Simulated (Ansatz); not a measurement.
**Cd: a line through an energy map**

One table from this session's results is given with a row withheld; the runs are named, their logs left out.

Computed with Ansatz 0.2.0 (DFT PBE, scalar-relativistic, plane waves, PAW, unless a step's input says otherwise).

23 further runs of the same task are left out: 23 set aside as unsound or not needed.

### The structure to begin with

The structure is cubic, space group Fm-3m (No. 225). The conventional cell has a = 4.508 Å, b = 4.508 Å, c = 4.508 Å, α = 90.00°, β = 90.00°, γ = 90.00°. Around Cd (site symmetry m-3m) lie 12 Cd at 3.19 Å.

Structure file:

```cif
data_structure
_symmetry_space_group_name_H-M 'Fm-3m'
_symmetry_Int_Tables_number 225
_cell_length_a 4.5083
_cell_length_b 4.5083
_cell_length_c 4.5083
_cell_angle_alpha 90.000
_cell_angle_beta 90.000
_cell_angle_gamma 90.000
_cell_volume 91.63
loop_
_atom_site_label
_atom_site_type_symbol
_atom_site_symmetry_multiplicity
_atom_site_Wyckoff_symbol
_atom_site_fract_x
_atom_site_fract_y
_atom_site_fract_z
_atom_site_occupancy
Cd1 Cd 4 a 0.00000 0.00000 0.00000 1
```

It goes back to an entry of the Materials Project, which need not be the stable form.

It is the result of an earlier relaxation at this level (volume 22.91 Å³/atom; gap on the mesh: none (metal)).

### What is varied

The energy is mapped over volume and the cell's shape.

The axes are (1) volume per atom: 7 values from 21.07 to 24.74 Å³; (2) c/a of the conventional cell: 9 values from 0.629 to 1.167.

Nothing else is relaxed (symmetry fixes all fractional coordinates). Energies count from the relaxed crystal. Points are written as (first, second).

Set-up of the first run:

input.yaml

```yaml
crystal:
  lattice:
    - [0.0, 2.2710484425, 2.1023095432]
    - [2.2710484425, 0.0, 2.1023095432]
    - [2.2710484425, 2.2710484425, 0.0]
  atoms:
    - { symbol: Cd, position: [0.0, 0.0, 0.0] }
basis:
  ecutwfc: 420
kpoints:
  mp_grid: { grid: [18, 18, 18] }
hamiltonian:
  xc: pbe
scf:
  occupations: { method: gaussian, width: 0.15 }
output:
  forces: true
  stress: true
  eigenvalues: true
  write_density: true
  write_potential: true
  elf: true
  volumetric_format: npy
```

Launch:

```
> ansatz run input.yaml --threads 1 --pin off --max-ram 2048MiB --backend cpu --events-out ev --progress --plain --runs-dir out
```

Steps of the session up to this table: The run at (21.69 Å³, 0.926); Grid point (22.30 Å³, 0.926); Point (22.91 Å³, 0.926); Grid point (23.52 Å³, 0.926); The run at (24.13 Å³, 0.926).

One of the session's tables, all rows but one given; the rest of the session is left out.

| volume per atom (Å³) | energy (meV/atom) | slope (meV/atom per Å³) | pressure (GPa) |
| --- | --- | --- | --- |
| 21.07 | 29 | −27.6 | 4.4 |
| 21.69 | 16 | −16.7 | 2.7 |
| 22.30 | 9 | −7.5 | 1.2 |
| 22.91 | 6 | 0.1 | 0.0 |
| 23.52 | ? | ? | ? |
| 24.13 | 14 | 11.6 | −1.9 |
| 24.74 | 22 | 15.8 | −2.5 |

**Question.** Estimate the row for volume per atom (Å³) = 23.52.

Worked estimate for «energy (meV/atom)». A straight line through the neighbours (22.91, 6) and (24.13, 14) gives 6 + (14 − 6) × (23.52 − 22.91) / (24.13 − 22.91) = 10; a parabola fitted to 4 rows on both sides gives 8.

**Answer.** energy (meV/atom): 8; slope (meV/atom per Å³): 6.4; pressure (GPa): −1.0. In «energy (meV/atom)» the line misses by +2 and the parabola by +0.

Energies count from the relaxed crystal. Rows without a step come from runs not printed here or follow by symmetry. Slopes come from the forces (and the stress, where the cell changes), not from differences of energies.

What this shows: The lowest point of the line is at 22.91 Å³, 6 meV/atom from the zero. A fit to energies and slopes at the lowest point and its two neighbours puts the minimum at 22.902 Å³, with a curvature of about 11 meV/atom per (Å³)². V·d²E/dV² there is about 42 GPa, a bulk modulus under this line's constraint. The well is lopsided: two grid steps out, the energy rises by 10 meV/atom towards smaller values and 8 meV/atom towards larger ones. The highest point computed, at 21.07 Å³, lies 23 meV/atom above the lowest. This is one cut through a surface in two coordinates; the map's lowest point lies off it.
